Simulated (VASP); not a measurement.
# Bi (R-3m) in VASP: settings compared, part 2 of 2

VASP 6.6.1. Earlier steps stand in the parts before.

## 4. Band structure, PBEsol

Input file INCAR:

```
PREC     = Accurate       # precision mode
ENCUT    = 520            # plane-wave cutoff, eV
EDIFF    = 1E-6           # SCF threshold, eV
ISMEAR   = 0              # smearing method
SIGMA    = 0.02           # smearing width, eV
LREAL    = False          # projectors in reciprocal space
LASPH    = True           # aspherical terms in the spheres
NELM     = 80             # most SCF steps
ALGO     = Normal         # electronic algorithm
ISIF     = 2              # what is computed and relaxed
LWAVE    = False          # write WAVECAR
LCHARG   = False          # write CHGCAR
GGA      = PS             # functional
```

Input file KPOINTS:

```
regular mesh
0
Gamma
  8 8 8
```

Input file POSCAR:

```
Bi
1.0
    2.2675000000      1.3091417354      3.9380000000
   -2.2675000000      1.3091417354      3.9380000000
    0.0000000000     -2.6182834708      3.9380000000
Bi
2
Direct
    0.7660000000      0.7660000000      0.7660000000
    0.2340000000      0.2340000000      0.2340000000
```

Input file KPOINTS_OPT:

```
path GLB1,BZGX,QFP1Z,LP
10
line-mode
reciprocal
 0.0000000000  0.0000000000  0.0000000000  G
 0.5000000000  0.0000000000  0.0000000000  L

 0.5000000000  0.0000000000  0.0000000000  L
 0.5000000000  0.2403434496 -0.2403434496  B1

 0.7596565504  0.5000000000  0.2403434496  B
 0.5000000000  0.5000000000  0.5000000000  Z

 0.5000000000  0.5000000000  0.5000000000  Z
 0.0000000000  0.0000000000  0.0000000000  G

 0.0000000000  0.0000000000  0.0000000000  G
 0.3701717248  0.0000000000 -0.3701717248  X

 0.6298282752  0.3701717248  0.0000000000  Q
 0.5000000000  0.5000000000  0.0000000000  F

 0.5000000000  0.5000000000  0.0000000000  F
 0.6298282752  0.6298282752  0.2403434496  P1

 0.6298282752  0.6298282752  0.2403434496  P1
 0.5000000000  0.5000000000  0.5000000000  Z

 0.5000000000  0.0000000000  0.0000000000  L
 0.7596565504  0.3701717248  0.3701717248  P
```

Started as:

```
> cat potpaw_PBE.64/Bi_d/POTCAR > POTCAR
> mpirun -np 1 vasp_std > vasp.out
```

It took 75 s on 1 thread of Intel Xeon Platinum 8559C (Emerald Rapids), shared host; peak memory 0.27 GiB.

The run converged. Its results:

* Free energy: -8.6087 eV
* Pressure: -0.3 GPa
* Largest force: 0.116 eV/Å
* Band gap along the path: none (metal or under the smearing width)

Forces on the atoms (eV/Å):
```
Bi   0.000  0.000 -0.116
Bi   0.000  0.000  0.116
```

Levels at the corners of the path, in eV from the Fermi level:
| point | band 11 | band 12 | band 13 | band 14 | band 15 | band 16 | band 17 | band 18 | band 19 |
| --- | --- | --- | --- | --- | --- | --- | --- | --- | --- |
| Γ | -13.07 | -7.40 | -1.41 | -1.15 | -1.15 | 2.56 | 3.04 | 3.04 | 5.69 |
| L | -11.13 | -10.48 | -1.27 | -1.12 | -0.22 | -0.21 | 0.59 | 1.08 | 7.53 |
| L | -11.13 | -10.48 | -1.27 | -1.12 | -0.22 | -0.21 | 0.59 | 1.08 | 7.53 |
| B1 | -10.79 | -10.16 | -4.05 | -3.96 | -0.35 | 0.84 | 5.04 | 5.05 | 6.15 |
| B | -10.79 | -10.16 | -4.05 | -3.96 | -0.35 | 0.84 | 5.04 | 5.05 | 6.15 |
| Z | -11.83 | -9.87 | -0.90 | -0.54 | -0.54 | 0.74 | 0.74 | 0.80 | 7.03 |
| Z | -11.83 | -9.87 | -0.90 | -0.54 | -0.54 | 0.74 | 0.74 | 0.80 | 7.03 |
| Γ | -13.07 | -7.40 | -1.41 | -1.15 | -1.15 | 2.56 | 3.04 | 3.04 | 5.69 |
| Γ | -13.07 | -7.40 | -1.41 | -1.15 | -1.15 | 2.56 | 3.04 | 3.04 | 5.69 |
| X | -10.79 | -10.19 | -4.35 | -2.45 | -2.41 | 3.05 | 3.16 | 4.75 | 6.00 |
| Q | -10.79 | -10.19 | -4.35 | -2.45 | -2.41 | 3.05 | 3.16 | 4.75 | 6.00 |
| F | -11.22 | -9.40 | -4.66 | -2.97 | -2.86 | 2.38 | 5.04 | 5.51 | 6.88 |
| F | -11.22 | -9.40 | -4.66 | -2.97 | -2.86 | 2.38 | 5.04 | 5.51 | 6.88 |
| P1 | -11.09 | -9.87 | -4.41 | -2.41 | -2.34 | 2.82 | 3.59 | 4.65 | 6.07 |
| P1 | -11.09 | -9.87 | -4.41 | -2.41 | -2.34 | 2.82 | 3.59 | 4.65 | 6.07 |
| Z | -11.83 | -9.87 | -0.90 | -0.54 | -0.54 | 0.74 | 0.74 | 0.80 | 7.03 |
| L | -11.13 | -10.48 | -1.27 | -1.12 | -0.22 | -0.21 | 0.59 | 1.08 | 7.53 |
| P | -11.09 | -9.87 | -4.41 | -2.41 | -2.34 | 2.82 | 3.59 | 4.65 | 6.07 |

Caveat: the PAW data sets were made with another functional, which shifts forces and pressure a little; spin-orbit coupling is left out, which moves the levels of the heavy elements.

## 5. Band structure, r2SCAN

INCAR, as its differences from that of step 4:

```diff
@@ -12,2 +12,3 @@
 LCHARG   = False          # write CHGCAR
-GGA      = PS             # functional
+METAGGA  = R2SCAN         # meta-GGA
+LMIXTAU  = True
```

KPOINTS is that of step 4.

POSCAR is that of step 4.

KPOINTS_OPT is that of step 4.

Started as:

```
> cat potpaw_PBE.64/Bi_d/POTCAR > POTCAR
> mpirun -np 1 vasp_std > vasp.out
```

Run time: 4.8 min. Hardware: 1 thread of Intel Xeon Platinum 8559C (Emerald Rapids), shared host; peak memory 0.27 GiB.

It converged, with:

```yaml
Free_energy: -116.9961 eV
Pressure: 1.2 GPa
Largest_force: 0.010 eV/Å
Band_gap_along_the_path: none (metal or under the smearing width)
```

Forces in eV/Å, atoms in the order of the input:
```
Bi   0.000  0.000 -0.010
Bi   0.000  0.000  0.010
```

Stress tensor (GPa, compression positive):
```
1.07 0.00 0.00
0.00 1.07 0.00
0.00 0.00 1.50
```

Levels at the corners of the path, in eV from the Fermi level:
| point | band 12 | band 13 | band 14 | band 15 | band 16 | band 17 | band 18 | band 19 |
| --- | --- | --- | --- | --- | --- | --- | --- | --- |
| Γ | -7.62 | -1.64 | -1.40 | -1.40 | 2.58 | 3.08 | 3.08 | 6.10 |
| L | -10.98 | -1.47 | -1.36 | -0.27 | -0.16 | 0.62 | 1.07 | 8.06 |
| L | -10.98 | -1.47 | -1.36 | -0.27 | -0.16 | 0.62 | 1.07 | 8.06 |
| B1 | -10.63 | -4.34 | -4.24 | -0.53 | 0.88 | 5.30 | 5.31 | 6.44 |
| B | -10.63 | -4.34 | -4.24 | -0.53 | 0.88 | 5.30 | 5.31 | 6.44 |
| Z | -10.32 | -0.84 | -0.75 | -0.75 | 0.68 | 0.68 | 0.83 | 7.52 |
| Z | -10.32 | -0.84 | -0.75 | -0.75 | 0.68 | 0.68 | 0.83 | 7.52 |
| Γ | -7.62 | -1.64 | -1.40 | -1.40 | 2.58 | 3.08 | 3.08 | 6.09 |
| Γ | -7.62 | -1.64 | -1.40 | -1.40 | 2.58 | 3.08 | 3.08 | 6.08 |
| X | -10.67 | -4.63 | -2.66 | -2.64 | 3.19 | 3.23 | 5.08 | 6.22 |
| Q | -10.67 | -4.63 | -2.66 | -2.64 | 3.19 | 3.23 | 5.08 | 6.22 |
| F | -9.82 | -4.95 | -3.24 | -3.15 | 2.59 | 5.18 | 5.76 | 7.15 |
| F | -9.82 | -4.95 | -3.24 | -3.15 | 2.59 | 5.18 | 5.76 | 7.15 |
| P1 | -10.32 | -4.70 | -2.67 | -2.51 | 2.92 | 3.65 | 5.02 | 6.30 |
| P1 | -10.32 | -4.70 | -2.67 | -2.51 | 2.92 | 3.65 | 5.02 | 6.30 |
| Z | -10.32 | -0.84 | -0.75 | -0.75 | 0.68 | 0.68 | 0.83 | 7.52 |
| L | -10.98 | -1.47 | -1.36 | -0.27 | -0.16 | 0.62 | 1.07 | 8.06 |
| P | -10.32 | -4.70 | -2.67 | -2.51 | 2.92 | 3.65 | 5.02 | 6.30 |

Caveat: the PAW data sets were made with another functional, which shifts forces and pressure a little; spin-orbit coupling is left out, which moves the levels of the heavy elements.

## 6. Band structure, TB-mBJ

POSCAR is that of step 5.

Input file INCAR.step1:

```
PREC     = Accurate       # precision mode
ENCUT    = 520            # plane-wave cutoff, eV
EDIFF    = 1E-5           # SCF threshold, eV
ISMEAR   = 0              # smearing method
SIGMA    = 0.02           # smearing width, eV
LREAL    = False          # projectors in reciprocal space
LASPH    = True           # aspherical terms in the spheres
NELM     = 80             # most SCF steps
ALGO     = Normal         # electronic algorithm
ISIF     = 2              # what is computed and relaxed
LWAVE    = True           # write WAVECAR
LCHARG   = False          # write CHGCAR
GGA      = PE             # functional
```

Input file INCAR.step2:

```
PREC     = Accurate       # precision mode
ENCUT    = 520            # plane-wave cutoff, eV
EDIFF    = 1E-6           # SCF threshold, eV
ISMEAR   = 0              # smearing method
SIGMA    = 0.02           # smearing width, eV
LREAL    = False          # projectors in reciprocal space
LASPH    = True           # aspherical terms in the spheres
NELM     = 80             # most SCF steps
ALGO     = Normal         # electronic algorithm
ISIF     = 2              # what is computed and relaxed
LWAVE    = False          # write WAVECAR
LCHARG   = False          # write CHGCAR
METAGGA  = MBJ            # meta-GGA
ISTART   = 1
```

KPOINTS is that of step 5.

KPOINTS_OPT is that of step 5.

Potentials or basis: VASP PAW PBE potentials, release 64 (Bi_d).

Started as:

```
> cat potpaw_PBE.64/Bi_d/POTCAR > POTCAR
> cp INCAR.step1 INCAR
> mpirun -np 1 vasp_std > vasp.out
> cp INCAR.step2 INCAR
> mpirun -np 1 vasp_std > vasp.out
```

It took 2.4 min on 1 thread of Intel Xeon Platinum 8559C (Emerald Rapids), shared host; peak memory 0.28 GiB.

It converged, with:

```
Band gap along the path : none (metal or under the smearing width)
```

Levels at the corners of the path, in eV from the Fermi level:
| point | band 11 | band 12 | band 13 | band 14 | band 15 | band 16 | band 17 | band 18 | band 19 |
| --- | --- | --- | --- | --- | --- | --- | --- | --- | --- |
| Γ | -13.12 | -7.42 | -1.54 | -1.32 | -1.32 | 2.49 | 2.97 | 2.97 | 5.84 |
| L | -11.20 | -10.53 | -1.36 | -1.27 | -0.23 | -0.13 | 0.62 | 1.07 | 7.77 |
| L | -11.20 | -10.53 | -1.36 | -1.27 | -0.23 | -0.13 | 0.62 | 1.07 | 7.77 |
| B1 | -10.87 | -10.22 | -4.07 | -3.97 | -0.49 | 0.85 | 5.10 | 5.11 | 6.21 |
| B | -10.87 | -10.22 | -4.07 | -3.97 | -0.49 | 0.85 | 5.10 | 5.11 | 6.21 |
| Z | -11.90 | -9.90 | -0.78 | -0.70 | -0.70 | 0.70 | 0.70 | 0.81 | 7.27 |
| Z | -11.90 | -9.90 | -0.78 | -0.70 | -0.70 | 0.70 | 0.70 | 0.81 | 7.27 |
| Γ | -13.12 | -7.42 | -1.54 | -1.32 | -1.32 | 2.49 | 2.97 | 2.97 | 5.84 |
| Γ | -13.12 | -7.42 | -1.54 | -1.32 | -1.32 | 2.49 | 2.97 | 2.97 | 5.84 |
| X | -10.86 | -10.25 | -4.34 | -2.49 | -2.47 | 3.04 | 3.09 | 4.94 | 5.93 |
| Q | -10.86 | -10.25 | -4.34 | -2.49 | -2.47 | 3.04 | 3.09 | 4.94 | 5.93 |
| F | -11.29 | -9.47 | -4.64 | -3.04 | -2.95 | 2.59 | 4.95 | 5.52 | 6.83 |
| F | -11.29 | -9.47 | -4.64 | -3.04 | -2.95 | 2.59 | 4.95 | 5.52 | 6.83 |
| P1 | -11.16 | -9.93 | -4.40 | -2.51 | -2.36 | 2.81 | 3.49 | 4.88 | 6.02 |
| P1 | -11.16 | -9.93 | -4.40 | -2.51 | -2.36 | 2.81 | 3.49 | 4.88 | 6.02 |
| Z | -11.90 | -9.90 | -0.78 | -0.70 | -0.70 | 0.70 | 0.70 | 0.81 | 7.27 |
| L | -11.20 | -10.53 | -1.36 | -1.27 | -0.23 | -0.13 | 0.62 | 1.07 | 7.77 |
| P | -11.16 | -9.93 | -4.40 | -2.51 | -2.36 | 2.81 | 3.49 | 4.88 | 6.02 |

Caveat: the PAW data sets were made with another functional, which shifts forces and pressure a little; spin-orbit coupling is left out, which moves the levels of the heavy elements.

## 7. Summary

```tsv
level	potentials or basis	pressure (GPa)	largest force (eV/Å)
LDA	VASP PAW LDA potentials, release 64 (Bi_d)	-1.4	0.05
PBE	VASP PAW PBE potentials, release 64 (Bi_d)	2.1	0.19
PBEsol	VASP PAW PBE potentials, release 64 (Bi_d)	-0.3	0.12
r2SCAN	VASP PAW PBE potentials, release 64 (Bi_d)	1.2	0.01
TB-mBJ	VASP PAW PBE potentials, release 64 (Bi_d)	-	-
```

Alike in all rows: task band structure; no spin polarisation; cell as given; k mesh 8 × 8 × 8; cutoff (eV) 520; smearing gaussian 0.02 eV.

Caveats: spin-orbit coupling is left out, which moves the levels of the heavy elements; the PAW data sets were made with another functional, which shifts forces and pressure a little (some runs).

Absolute energies hang on the potentials; compare differences alone.
